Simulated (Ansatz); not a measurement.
# BaTiO3: the cost of one run

Program: Ansatz 0.2.0. Level of theory: DFT r2SCAN, scalar-relativistic, plane waves, PAW. These are calculated values, not measurements.

1 further run of the same task is left out (set aside as unsound or not needed).

**1. Starting point**

The structure is trigonal, space group R3m (No. 160). Conventional cell: a = 5.680 Å, b = 5.680 Å, c = 6.994 Å, α = 90.00°, β = 90.00°, γ = 120.00°. Ba (site symmetry 3m) is surrounded by 12 O at 2.78 to 2.93 Å. Around Ti (site symmetry 3m) lie 6 O at 1.87 to 2.16 Å. O (site symmetry m) has 2 Ti at 1.87 to 2.16 Å as nearest neighbours.

As a file:

```
CELL_PARAMETERS angstrom
2.84005 1.63971 2.33143
-2.84005 1.63971 2.33143
0.00000 -3.27941 2.33143
ATOMIC_POSITIONS crystal
Ba 0.00279 0.00279 0.00279
Ti 0.51625 0.51625 0.51625
O 0.48975 0.48975 0.98016
O 0.48975 0.98016 0.48975
O 0.98016 0.48975 0.48975
```

This cell was relaxed beforehand with the same method: volume 13.03 Å³/atom, gap on the mesh 2.87 eV.

**2. Point at V/V0 = 0.97**

input.yaml

```yaml
crystal:
  lattice:
    - [2.8113643101, 1.6231419412, 2.3078814068]
    - [-2.8113643101, 1.6231419412, 2.3078814068]
    - [0.0, -3.2462838825, 2.3078814068]
  atoms:
    - { symbol: Ba, position: [0.0027851063, 0.0027851063, 0.0027851063] }
    - { symbol: Ti, position: [0.516247849, 0.516247849, 0.516247849] }
    - { symbol: O, position: [0.4897536543, 0.4897536543, 0.9801597361] }
    - { symbol: O, position: [0.4897536543, 0.9801597361, 0.4897536543] }
    - { symbol: O, position: [0.9801597361, 0.4897536543, 0.4897536543] }
basis:
  ecutwfc: 500
kpoints:
  mp_grid: { grid: [6, 6, 6] }
hamiltonian:
  xc: r2scan
scf:
  occupations: { method: gaussian, width: 0.02 }
output:
  forces: true
  stress: true
  eigenvalues: true
relax:
  adjacent_minimum: "off"
  f_tol: 0.01
  max_steps: 30
  cell: { stress_tol: 0.1, fix: [volume] }
```

Started as:

```sh
$ ansatz run input.yaml --threads 1 --pin off --max-ram 2560MiB --backend cpu --events-out ev --progress --plain --runs-dir out
```

What time and memory should one allow on 1 thread of AMD EPYC 7R43 (Zen 3), shared host?

About 1.9 min, with a peak of 0.49 GiB.
